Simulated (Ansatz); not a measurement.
# Mn: the cost of one run

Method: DFT r2SCAN, scalar-relativistic, plane waves, PAW, in Ansatz 0.2.0.

### Step 1. The starting structure

Symmetry: P6_3/mmc, No. 194, hexagonal system. Conventional cell: a = 2.712 Å, b = 2.712 Å, c = 8.748 Å, α = 90.00°, β = 90.00°, γ = 120.00°. Mn (site symmetry -3m) has 12 Mn at 2.69 to 2.71 Å as nearest neighbours. Mn (site symmetry -6m2) is surrounded by 12 Mn at 2.69 to 2.71 Å.

Coordinates:

```
Mn
1.0
     2.71235    0.00000    0.00000
    -1.35617    2.34896    0.00000
     0.00000    0.00000    8.74786
Mn
4
Cartesian
  0.0000 0.0000 0.0000
  0.0000 0.0000 4.3739
  0.0000 1.5660 6.5609
  1.3562 0.7830 2.1870
```

(A quick probe on a coarse mesh, which set the mesh and smearing, is not shown.)

### Step 3. Coarse relaxation

Input file input.yaml:

```yaml
crystal:
  lattice:
    - [2.7123478499, 0.0, 0.0]
    - [-1.3561739249, 2.3489621419, 0.0]
    - [0.0, 0.0, 8.7478571597]
  atoms:
    - { symbol: Mn, position: [0.0, 0.0, 0.0], spin: 3.95 }
    - { symbol: Mn, position: [0.0, 0.0, 0.5], spin: 3.95 }
    - { symbol: Mn, position: [0.3333333333, 0.6666666667, 0.75], spin: 3.93 }
    - { symbol: Mn, position: [0.6666666667, 0.3333333333, 0.25], spin: 3.93 }
basis:
  ecutwfc: 500
kpoints:
  mp_grid: { grid: [9, 9, 2] }
hamiltonian:
  xc: r2scan
scf:
  occupations: { method: gaussian, width: 0.1 }
  lower_state_search: "off"
output:
  forces: true
  stress: true
  eigenvalues: true
  populations: true
magnetization:
  spin_polarized: true
relax:
  adjacent_minimum: "off"
  f_tol: 0.04
  max_steps: 70
  cell: { stress_tol: 0.4 }
```

What time and memory should one allow on 1 thread of an x86-64 CPU, shared host?

About 43 s, with a peak of 0.66 GiB.
